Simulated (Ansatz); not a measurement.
## CsH: quadrupole couplings from first principles

```yaml
crystal:
  lattice:
    - [5.34254, 0.00000, 0.00000]
    - [-2.67127, 4.62678, 0.00000]
    - [0.00000, 0.00000, 6.41277]
  atoms:
    - { symbol: Cs, position: [0.33333, 0.66667, 0.93801] }
    - { symbol: Cs, position: [0.66667, 0.33333, 0.43801] }
    - { symbol: H, position: [0.33333, 0.66667, 0.43799] }
    - { symbol: H, position: [0.66667, 0.33333, 0.93799] }
```

Atoms are numbered in the order listed.

The cell was built from the wurtzite type and relaxed in the same program, and has space group P6_3/mmc; it needn't be a known or the stable phase. The relaxation left the symmetry of that type.

All numbers are computed: DFT, PBE, all-electron PAW with datasets made for the crystal, scalar-relativistic (Ansatz 0.2.0); DFT, PBE, PAW with Ansatz's default frozen-core files, scalar-relativistic (Ansatz 0.2.0).

For the crystal-made all-electron datasets (AE datasets): a Γ-centred 12×12×6 k mesh, Fermi–Dirac smearing of 0.05 eV, cutoff 160 eV (chosen by the program for this cell), no spin polarisation. PAW takes a cutoff of 420 eV at this cell. The Ansatz runs share mesh, smearing and spin set-up.

No spin–orbit coupling: at heavy atoms the gradients can be off by tens of per cent for that reason.

Vzz is the principal value of largest size of the traceless field-gradient tensor, in 10²¹ V/m², and η = (Vxx − Vyy)/Vzz with |Vzz| ≥ |Vyy| ≥ |Vxx|.

```tsv
site	site symmetry	Vzz (η), AE datasets	Vzz (η), PAW
Cs1	-6m2	-1.11 (η = 0.00)	-1.12 (η = 0.00)
H3	-6m2	0 (under 0.004)	0 (under 0.004)
```
